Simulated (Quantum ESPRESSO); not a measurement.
# NiO (Fm-3m) in Quantum ESPRESSO: further runs

The runs below take NiO through phonons, with PBE.

Program: Quantum ESPRESSO 7.5. These are calculated values, not measurements. Logs are shortened: lines on timing, memory, paths and dates and some standing lists are left out, and cuts for length are marked.

**What was measured.**

“Local correlations, non-local screening, multiplets, and band formation in NiO”, 2012, arxiv:1210.6675 quotes, for a bulk crystal of NiO: band gap 4.3 eV.

How close the calculation comes is told below.

### Step 1. The structure

The structure is cubic, space group Fm-3m (No. 225). The conventional cell has a = 4.183 Å, b = 4.183 Å, c = 4.183 Å, α = 90.00°, β = 90.00°, γ = 90.00°. Ni (site symmetry m-3m) is surrounded by 6 O at 2.09 Å. O (site symmetry m-3m) is surrounded by 6 Ni at 2.09 Å.

### Step 2. Phonons, PBE, collinear spin, ferromagnetic start

pw.in reads:

```
&CONTROL
  calculation = 'scf'
  prefix = 'pwscf'
  outdir = './tmp'
  pseudo_dir = './pseudo'
  tprnfor = .true.
  tstress = .true.
  disk_io = 'low'
/
&SYSTEM
  ibrav = 0
  A = 2.95755827
  nat = 2
  ntyp = 2
  ecutwfc = 45
  ecutrho = 360
  nbnd = 22
  occupations = 'smearing'
  smearing = 'fd'
  degauss = 0.00367493
  nspin = 2
  starting_magnetization(1) = 0.0556
  starting_magnetization(2) = 0
/
&ELECTRONS
  conv_thr = 4d-10
  electron_maxstep = 120
  mixing_beta = 0.3
/
ATOMIC_SPECIES
Ni    58.6934 ni_pbe_v1.4.uspp.F.UPF
O     15.9990 o_pbe_v1.2.uspp.F.UPF
CELL_PARAMETERS alat
   0.0000000000    0.7071067817    0.7071067817
   0.7071067817    0.0000000000    0.7071067817
   0.7071067817    0.7071067817    0.0000000000
ATOMIC_POSITIONS alat
Ni     0.0000000000    0.0000000000    0.0000000000
O      0.7071067817    0.7071067817    0.7071067817
K_POINTS automatic
4 4 4 0 0 0
```

scf2.in reads:

```
&CONTROL
  calculation = 'scf'
  prefix = 'pwscf'
  outdir = './tmp'
  pseudo_dir = './pseudo'
  tprnfor = .true.
  tstress = .true.
  disk_io = 'low'
/
&SYSTEM
  ibrav = 0
  A = 2.95755827
  nat = 2
  ntyp = 2
  ecutwfc = 45
  ecutrho = 360
  nbnd = 22
  occupations = 'smearing'
  smearing = 'fd'
  degauss = 0.00367493
  nspin = 2
  starting_magnetization(1) = 0.0556
  starting_magnetization(2) = 0
/
&ELECTRONS
  conv_thr = 1d-13
  electron_maxstep = 120
  mixing_beta = 0.3
  startingpot = 'file'
  startingwfc = 'file'
/
ATOMIC_SPECIES
Ni    58.6934 ni_pbe_v1.4.uspp.F.UPF
O     15.9990 o_pbe_v1.2.uspp.F.UPF
CELL_PARAMETERS alat
   0.0000000000    0.7071067817    0.7071067817
   0.7071067817    0.0000000000    0.7071067817
   0.7071067817    0.7071067817    0.0000000000
ATOMIC_POSITIONS alat
Ni     0.0000000000    0.0000000000    0.0000000000
O      0.7071067817    0.7071067817    0.7071067817
K_POINTS automatic
4 4 4 0 0 0
```

ph.in reads:

```
phonons of NiO
&INPUTPH
  prefix = 'pwscf'
  outdir = './tmp'
  tr2_ph = 1d-18
  fildyn = 'dyn'
  niter_ph = 90
  alpha_mix(1) = 0.4
/
0.0000000000 0.0000000000 0.0000000000
```

dynmat.in reads:

```
&INPUT
  fildyn = 'dyn'
  asr = 'crystal'
  filout = 'dynmat.disp'
  fileig = 'dynmat.eig'
/
```

Potentials or basis: GBRV 1.5 PBE.

Started as:

```bash
> OMP_NUM_THREADS=1 pw.x -in pw.in > pw.out
> OMP_NUM_THREADS=1 pw.x -in scf2.in > scf2.out
> OMP_NUM_THREADS=1 ph.x -in ph.in > ph.out
> OMP_NUM_THREADS=1 dynmat.x -in dynmat.in > dynmat.out
```

pw.out:

```text
This program is part of the open-source Quantum ESPRESSO suite
     for quantum simulation of materials; please cite
[... 9 lines left out ...]
     --------------------
     sticks:   dense  smooth     PW     G-vecs:    dense   smooth      PW
     Sum         769     379    121                14211     5029     941

     Using Slab Decomposition

     bravais-lattice index     =            0
     lattice parameter (alat)  =       5.5890  a.u.
     unit-cell volume          =     123.4473 (a.u.)^3
     number of atoms/cell      =            2
     number of atomic types    =            2
     number of electrons       =        24.00
     number of Kohn-Sham states=           22
     kinetic-energy cutoff     =      45.0000  Ry
     charge density cutoff     =     360.0000  Ry
     scf convergence threshold =      4.0E-10
     mixing beta               =       0.3000
     number of iterations used =            8  plain     mixing
     Exchange-correlation= SLA  PW   PBE  PBE
                           (   1   4   3   4   0   0   0)

     celldm(1)=   5.588975  celldm(2)=   0.000000  celldm(3)=   0.000000
     celldm(4)=   0.000000  celldm(5)=   0.000000  celldm(6)=   0.000000

     crystal axes: (cart. coord. in units of alat)
               a(1) = (   0.000000   0.707107   0.707107 )
               a(2) = (   0.707107   0.000000   0.707107 )
               a(3) = (   0.707107   0.707107   0.000000 )

     reciprocal axes: (cart. coord. in units 2 pi/alat)
               b(1) = ( -0.707107  0.707107  0.707107 )
               b(2) = (  0.707107 -0.707107  0.707107 )
               b(3) = (  0.707107  0.707107 -0.707107 )

     PseudoPot. # 1 for Ni read from file:
     ni_pbe_v1.4.uspp.F.UPF
     Pseudo is Ultrasoft + core correction, Zval = 18.0
     Generated by new atomic code, or converted to UPF format
     Using radial grid of  865 points,  6 beta functions with:
                l(1) =   0
                l(2) =   0
                l(3) =   1
                l(4) =   1
                l(5) =   2
                l(6) =   2
     Q(r) pseudized with 10 coefficients,  rinner =    0.980   0.980   0.980
                                                       0.980   0.980

     PseudoPot. # 2 for O  read from file:
     o_pbe_v1.2.uspp.F.UPF
     Pseudo is Ultrasoft + core correction, Zval =  6.0
     Generated by new atomic code, or converted to UPF format
     Using radial grid of  737 points,  5 beta functions with:
                l(1) =   0
                l(2) =   0
                l(3) =   1
                l(4) =   1
                l(5) =   2
     Q(r) pseudized with  8 coefficients,  rinner =    0.900   0.900   0.900
                                                       0.900   0.900

     atomic species   valence    mass     pseudopotential
     Ni               18.00    58.69340     Ni( 1.00)
     O                 6.00    15.99900     O ( 1.00)

     Starting magnetic structure
     atomic species   magnetization
     Ni              0.056
     O               0.000

     48 Sym. Ops., with inversion, found

   Cartesian axes

     site n.     atom                  positions (alat units)
         1        Ni     tau(   1) = (   0.0000000   0.0000000   0.0000000  )
         2        O      tau(   2) = (   0.7071068   0.7071068   0.7071068  )

     number of k points=     8  Fermi-Dirac smearing, width (Ry)=  0.0037
                       cart. coord. in units 2pi/alat
        k(    1) = (   0.0000000   0.0000000   0.0000000), wk =   0.0156250
        k(    2) = (   0.1767767   0.1767767  -0.1767767), wk =   0.1250000
        k(    3) = (  -0.3535534  -0.3535534   0.3535534), wk =   0.0625000
        k(    4) = (   0.3535534   0.0000000   0.0000000), wk =   0.0937500
        k(    5) = (  -0.1767767  -0.5303301   0.5303301), wk =   0.3750000
        k(    6) = (   0.0000000  -0.3535534   0.3535534), wk =   0.1875000
        k(    7) = (  -0.7071068   0.0000000   0.0000000), wk =   0.0468750
        k(    8) = (  -0.7071068   0.3535534   0.0000000), wk =   0.0937500

     Dense  grid:    14211 G-vectors     FFT dimensions: (  36,  36,  36)

     Smooth grid:     5029 G-vectors     FFT dimensions: (  24,  24,  24)

     Check: negative core charge=   -0.000006
     Generating pointlists ...
     new r_m :   0.2917 (alat units)  1.6302 (a.u.) for type    1
     new r_m :   0.2917 (alat units)  1.6302 (a.u.) for type    2

     Initial potential from superposition of free atoms

     starting charge      22.0000, renormalised to      24.0000
     Starting wfcs are   17 randomized atomic wfcs +    5 random wfcs

     Self-consistent Calculation

     iteration #  1     ecut=    45.00 Ry     beta= 0.30
     Davidson diagonalization with overlap
     ethr =  1.00E-02,  avg # of iterations =  5.8

     total energy              =    -365.15963786 Ry
     estimated scf accuracy    <      33.80206243 Ry

     total magnetization       =     0.99 Bohr mag/cell
     absolute magnetization    =     0.99 Bohr mag/cell

     iteration #  2     ecut=    45.00 Ry     beta= 0.30
     Davidson diagonalization with overlap
     ethr =  1.00E-02,  avg # of iterations =  3.1

     total energy              =    -374.46353499 Ry
     estimated scf accuracy    <      13.18052361 Ry

     total magnetization       =     0.26 Bohr mag/cell
     absolute magnetization    =     0.26 Bohr mag/cell

     iteration #  3     ecut=    45.00 Ry     beta= 0.30
     Davidson diagonalization with overlap
     ethr =  1.00E-02,  avg # of iterations =  2.1

     total energy              =    -375.40960855 Ry
     estimated scf accuracy    <       0.40637934 Ry

     total magnetization       =     0.80 Bohr mag/cell
     absolute magnetization    =     0.80 Bohr mag/cell

     iteration #  4     ecut=    45.00 Ry     beta= 0.30
     Davidson diagonalization with overlap
     ethr =  1.69E-03,  avg # of iterations =  1.5

     total energy              =    -375.48132695 Ry
     estimated scf accuracy    <       0.09129532 Ry

     total magnetization       =     1.27 Bohr mag/cell
     absolute magnetization    =     1.27 Bohr mag/cell

     iteration #  5     ecut=    45.00 Ry     beta= 0.30
     Davidson diagonalization with overlap
     ethr =  3.80E-04,  avg # of iterations =  1.9

     total energy              =    -375.49730096 Ry
     estimated scf accuracy    <       0.03786317 Ry
[... 98 lines left out ...]
     total energy              =    -375.50783970 Ry
     estimated scf accuracy    <       0.00000018 Ry

     total magnetization       =     1.38 Bohr mag/cell
     absolute magnetization    =     1.38 Bohr mag/cell

     iteration # 16     ecut=    45.00 Ry     beta= 0.30
     Davidson diagonalization with overlap
     ethr =  7.61E-10,  avg # of iterations =  2.0

     total energy              =    -375.50783972 Ry
     estimated scf accuracy    <       0.00000012 Ry

     total magnetization       =     1.38 Bohr mag/cell
     absolute magnetization    =     1.38 Bohr mag/cell

     iteration # 17     ecut=    45.00 Ry     beta= 0.30
     Davidson diagonalization with overlap
     ethr =  4.91E-10,  avg # of iterations =  1.0

     total energy              =    -375.50783973 Ry
     estimated scf accuracy    <       0.00000002 Ry

     total magnetization       =     1.38 Bohr mag/cell
     absolute magnetization    =     1.38 Bohr mag/cell

     iteration # 18     ecut=    45.00 Ry     beta= 0.30
     Davidson diagonalization with overlap
     ethr =  7.53E-11,  avg # of iterations =  1.6

     Magnetic moment per site  (integrated on atomic sphere of radius R)
     atom   1 (R=0.292)  charge= 15.6991  magn=  1.1355
     atom   2 (R=0.292)  charge=  5.6573  magn=  0.1997

     End of self-consistent calculation

 ------ SPIN UP ------------

          k = 0.0000 0.0000 0.0000 (   609 PWs)   bands (ev):

   -89.9259 -50.3090 -50.3090 -50.3090  -6.2606  11.0295  11.0295  11.0295
    11.5457  11.5457  11.6823  11.6823  11.6823  15.6375  31.9000  32.9530
    32.9530  32.9530  36.3697  36.3697  36.3697  39.8608

          k = 0.1768 0.1768-0.1768 (   631 PWs)   bands (ev):

   -89.9246 -50.3241 -50.3111 -50.3111  -5.6369   7.9385   9.1929   9.1929
    12.0293  12.0293  12.3325  13.6201  13.6201  18.3383  26.2741  30.4127
    30.4127  34.4545  36.2490  36.2490  42.1600  44.8595

          k =-0.3536-0.3536 0.3536 (   628 PWs)   bands (ev):

   -89.9232 -50.3391 -50.3131 -50.3131  -4.8934   5.9025   8.3828   8.3828
    12.4174  12.4174  12.8809  14.6933  14.6933  19.7241  24.0091  28.1418
    28.1418  35.3435  39.7078  39.7078  40.6176  42.6957

          k = 0.3536 0.0000 0.0000 (   632 PWs)   bands (ev):

   -89.9241 -50.3230 -50.3148 -50.3148  -5.5067   7.5599   9.9706   9.9706
    11.2318  11.7213  12.7314  12.7314  12.9403  19.4540  27.2223  27.6404
    30.5929  30.5929  41.2654  41.8555  43.1793  43.1793

          k =-0.1768-0.5303 0.5303 (   637 PWs)   bands (ev):

   -89.9228 -50.3338 -50.3210 -50.3168  -4.8765   6.9226   8.2833   8.8865
    11.8251  12.5102  12.7812  13.3734  13.4665  21.5628  23.8486  25.7369
    29.5519  33.1617  40.5992  42.2572  43.0898  44.6746

          k = 0.0000-0.3536 0.3536 (   624 PWs)   bands (ev):

   -89.9232 -50.3305 -50.3217 -50.3131  -5.0223   6.8848   8.5084   8.5733
    12.2103  12.2363  12.8179  12.8779  14.5837  21.0931  25.0284  25.1772
    29.4665  35.7613  37.4435  39.3167  43.1841  45.6488

          k =-0.7071 0.0000 0.0000 (   636 PWs)   bands (ev):

   -89.9224 -50.3367 -50.3206 -50.3206  -4.8463   7.1868   9.7542   9.7542
    10.7959  11.9001  12.4362  12.6977  12.6977  20.2771  24.6074  26.3434
    30.6642  30.6642  42.4838  45.6892  46.5976  46.5981

          k =-0.7071 0.3536 0.0000 (   616 PWs)   bands (ev):

   -89.9223 -50.3286 -50.3286 -50.3206  -4.7358   7.9565   7.9565   8.2020
    12.3044  12.3994  12.3994  12.6985  13.2953  22.5764  24.7452  24.7452
    27.5401  36.1333  36.1333  44.1402  45.3346  46.6823

 ------ SPIN DOWN ----------

          k = 0.0000 0.0000 0.0000 (   609 PWs)   bands (ev):

   -88.3671 -48.7984 -48.7984 -48.7984  -5.9465  11.3995  11.3995  11.3995
    12.5132  12.5132  12.5132  13.4082  13.4082  15.9073  31.8321  33.2037
    33.2037  33.2037  36.7731  36.7731  36.7731  40.3275

          k = 0.1768 0.1768-0.1768 (   631 PWs)   bands (ev):

   -88.3657 -48.8148 -48.8006 -48.8006  -5.3085   8.2741   9.9641   9.9641
    12.9778  12.9778  13.1334  15.0373  15.0373  18.6332  26.5198  30.7012
    30.7012  34.6664  36.5550  36.5550  42.3307  45.3128

          k =-0.3536-0.3536 0.3536 (   628 PWs)   bands (ev):

   -88.3642 -48.8312 -48.8028 -48.8028  -4.5445   6.1891   9.1685   9.1685
    13.3971  13.3971  13.7454  16.1590  16.1590  19.8599  24.4241  28.3786
    28.3786  35.6233  40.0090  40.0090  40.7950  42.9206

          k = 0.3536 0.0000 0.0000 (   632 PWs)   bands (ev):

   -88.3652 -48.8136 -48.8046 -48.8046  -5.1704   8.0803  10.3715  10.3715
    11.9995  13.5769  13.5769  13.6158  14.5336  19.9018  27.5446  27.8661
    30.8607  30.8607  41.6643  41.8762  43.5402  43.5402

          k =-0.1768-0.5303 0.5303 (   637 PWs)   bands (ev):

   -88.3637 -48.8254 -48.8114 -48.8069  -4.5157   7.2301   8.7969   9.5521
    12.6924  13.5147  13.6819  15.0013  15.0056  21.8989  24.1618  26.0046
    29.8365  33.4441  40.7935  42.5446  43.3147  44.9975

          k = 0.0000-0.3536 0.3536 (   624 PWs)   bands (ev):

   -88.3642 -48.8218 -48.8122 -48.8028  -4.6722   7.2690   8.9328   9.3165
    13.1218  13.4904  13.6310  14.2879  16.1037  21.4028  25.3615  25.4178
    29.7769  35.9282  37.7328  39.5811  43.4005  46.0456

          k =-0.7071 0.0000 0.0000 (   636 PWs)   bands (ev):

   -88.3632 -48.8286 -48.8109 -48.8109  -4.4721   7.4437  10.0897  10.0897
    11.5078  13.6284  13.6284  13.8280  14.3481  20.6441  24.8771  26.6525
    30.9749  30.9749  42.9649  45.7555  46.6816  46.6817

          k =-0.7071 0.3536 0.0000 (   616 PWs)   bands (ev):

   -88.3632 -48.8197 -48.8197 -48.8110  -4.3642   8.2642   8.2642   8.7978
    13.2293  13.2293  13.6292  14.2222  14.9659  23.0066  25.0142  25.0142
    27.8254  36.3622  36.3622  44.6370  45.7038  46.7333

     the Fermi energy is    14.2607 ev

!    total energy              =    -375.50783973 Ry
     estimated scf accuracy    <          2.3E-11 Ry
     smearing contrib. (-TS)   =      -0.00075936 Ry
     internal energy E=F+TS    =    -375.50708038 Ry

     The total energy is F=E-TS. E is the sum of the following terms:
     one-electron contribution =    -217.50452267 Ry
     hartree contribution      =     123.48239412 Ry
     xc contribution           =     -42.88024631 Ry
     ewald contribution        =    -238.60470552 Ry

     total magnetization       =     1.38 Bohr mag/cell
     absolute magnetization    =     1.38 Bohr mag/cell

     convergence has been achieved in  18 iterations

     Forces acting on atoms (cartesian axes, Ry/au):

     atom    1 type  1   force =     0.00000000   -0.00000000   -0.00000000
     atom    2 type  2   force =     0.00000000   -0.00000000   -0.00000000

     Total force =     0.000000     Total SCF correction =     0.000000

     Computing stress (Cartesian axis) and pressure

          total   stress  (Ry/bohr**3)                   (kbar)     P=        4.42
   0.00003004  -0.00000000  -0.00000000            4.42       -0.00       -0.00
  -0.00000000   0.00003004  -0.00000000           -0.00        4.42       -0.00
  -0.00000000  -0.00000000   0.00003004           -0.00       -0.00        4.42

=------------------------------------------------------------------------------=
   JOB DONE.
=------------------------------------------------------------------------------=
```

Run time: 66 s. Hardware: 1 thread of Arm Neoverse V2, shared host; peak memory 0.1 GiB.

Results:

| Quantity | Value |
| --- | --- |
| Free energy | -5109.0444 eV |
| Pressure | 0.4 GPa |
| Band gap on the k mesh | none (metal or under the smearing width) |
| Net moment | 1.38 μB per cell |
| Absolute moment | 1.38 μB per cell |
| Site moments | Ni +1.14; O +0.20 μB |
| Valence electrons inside the program's atomic spheres | Ni 15.70; O 5.66 |
| Highest phonon frequency at Γ | 288 cm⁻¹ |

Levels at points of the mesh, in eV from the Fermi level:
Spin up:
| k point | band 11 | band 12 | band 13 | band 14 | band 15 | band 16 |
| --- | --- | --- | --- | --- | --- | --- |
| (0.00, 0.00, 0.00) | -2.58 | -2.58 | -2.58 | 1.38 | 17.64 | 18.69 |
| (0.00, 0.00, -0.50) | -1.38 | 0.43 | 0.43 | 5.46 | 9.75 | 13.88 |
| (0.00, -0.50, -0.50) | -1.82 | -1.56 | -1.56 | 6.02 | 10.35 | 12.08 |
Spin down:
| k point | band 8 | band 9 | band 10 | band 11 | band 12 | band 13 | band 14 | band 15 |
| --- | --- | --- | --- | --- | --- | --- | --- | --- |
| (0.00, 0.00, 0.00) | -2.86 | -1.75 | -1.75 | -1.75 | -0.85 | -0.85 | 1.65 | 17.57 |
| (0.00, 0.00, -0.50) | -5.09 | -0.86 | -0.86 | -0.52 | 1.90 | 1.90 | 5.60 | 10.16 |
| (0.00, -0.50, -0.50) | -4.17 | -2.75 | -0.63 | -0.63 | -0.43 | 0.09 | 6.38 | 10.62 |

Phonon frequencies in cm⁻¹ (negative: imaginary):
```csv
q point,frequencies
"(0.000, 0.000, 0.000)",-4 -4 -4 288 288 288
```

Optical modes at Γ, degenerate ones joined:
| cm⁻¹ | components | symmetry | active in |
| --- | --- | --- | --- |
| 288 | 3 | T1u | IR |

Caveat: the k mesh is coarse (spacing up to 0.65 Å⁻¹), so the values aren't converged; the mesh is thin for the phonons of a metal; a cell with one magnetic atom can't hold antiferromagnetic order, which such compounds often take; semilocal functionals often make such compounds metallic where correlation or magnetic order opens a gap, which also shifts bond lengths.

(Part 1 of 3 ends here.)
